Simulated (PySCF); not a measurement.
**Partial charges of triethylamine**

Compound: triethylamine, C₆H₁₅N.
Cartesian coordinates in Å at the GFN2-xTB level; atoms count from 1:
```
atom  x, y, z in Å
C1    -1.9712   -1.5966    0.0919
C2    -0.8718   -0.9698    0.9608
N3    -0.0249    0.0006    0.3024
C4    -0.7169    1.1736   -0.1903
C5     0.2029    2.3917   -0.2100
C6     0.9463   -0.5658   -0.6199
C7     2.3628   -0.4528   -0.0562
H8    -2.6767   -0.8389   -0.2402
H9    -1.5450   -2.0781   -0.7857
H10   -2.5128   -2.3438    0.6662
H11   -0.2226   -1.7596    1.3482
H12   -1.3374   -0.4747    1.8192
H13   -1.1333    1.0210   -1.2022
H14   -1.5494    1.3774    0.4876
H15   -0.3616    3.2781   -0.4900
H16    0.6323    2.5442    0.7764
H17    1.0116    2.2592   -0.9236
H18    0.8982   -0.0483   -1.5840
H19    0.7271   -1.6226   -0.8090
H20    3.0795   -0.9021   -0.7403
H21    2.4247   -0.9628    0.9015
H22    2.6276    0.5894    0.0957
```

Density: PBE0/pcSseg-1 (PySCF); schemes: Mulliken, IAO, Hirshfeld and ESP-fitted. Isolated species at its GFN2-xTB geometry (one conformer only).

Problem. Give the atomic charges in each scheme.

Solution. In e; atoms taken as equivalent share a row and are averaged (×n: the atom named and its like, n in all):

```csv
atom,environment,Mulliken,IAO,Hirshfeld,ESP-fitted
C1/C5/C7,methyl carbon,-0.259,-0.425,-0.126,-0.365
C2/C4/C6,sp3 carbon bound to nitrogen,-0.077,-0.141,-0.023,+0.101
N3,tertiary amine nitrogen,-0.607,-0.268,-0.088,-0.440
H8 (×9),methyl hydrogen,+0.108,+0.137,+0.037,+0.096
H11 (×6),methylene hydrogen,+0.107,+0.122,+0.034,+0.061
```

Mean size of the charges over all atoms: IAO 0.179 e, ESP-fitted 0.153 e, Mulliken 0.147 e, Hirshfeld 0.049 e. Each set sums to the total charge, 0, to within 0.001 e. The Mulliken scheme counts on each atom the diagonal of the density matrix times the overlap matrix over that atom's basis functions.

Some averages cover members that differ in this geometry: C1/C5/C7, ESP-fitted -0.592 to -0.115; C2/C4/C6, ESP-fitted -0.134 to +0.278; H8 (×9), ESP-fitted +0.026 to +0.182; H11 (×6), ESP-fitted -0.009 to +0.118 e.

Lowest charge. The schemes don't all agree: Mulliken N3 (-0.607); IAO C1/C5/C7 (-0.425); Hirshfeld C1/C5/C7 (-0.126); ESP-fitted N3 (-0.440).

Highest charge. The schemes don't all agree: Mulliken H8 (×9) (+0.108); IAO H8 (×9) (+0.137); Hirshfeld H8 (×9) (+0.037); ESP-fitted C2/C4/C6 (+0.101).

Problem. Sum the charges by element, for elements with more than one atom.

Solution. 
```csv
element,atoms,Mulliken,IAO,Hirshfeld,ESP-fitted
C,6,-1.008,-1.699,-0.448,-0.790
H,15,+1.615,+1.967,+0.537,+1.230
```

Problem. How closely do the schemes follow one another over all atoms?

Solution. Correlation coefficient and root-mean-square difference: IAO with Hirshfeld 0.99, 0.148 e; Mulliken with Hirshfeld 0.89, 0.137 e; Mulliken with IAO 0.87, 0.100 e; Hirshfeld with ESP-fitted 0.79, 0.167 e; Mulliken with ESP-fitted 0.75, 0.141 e; IAO with ESP-fitted 0.74, 0.151 e.

Problem. How many electrons does the ESP-fitted scheme count on C1?

Solution. Its own charge is -0.115 e, so Z − q = 6.114.

These values come from a run that also computed NMR shieldings. The run took 41 s of wall time on x86-64 server, one thread, shared host.
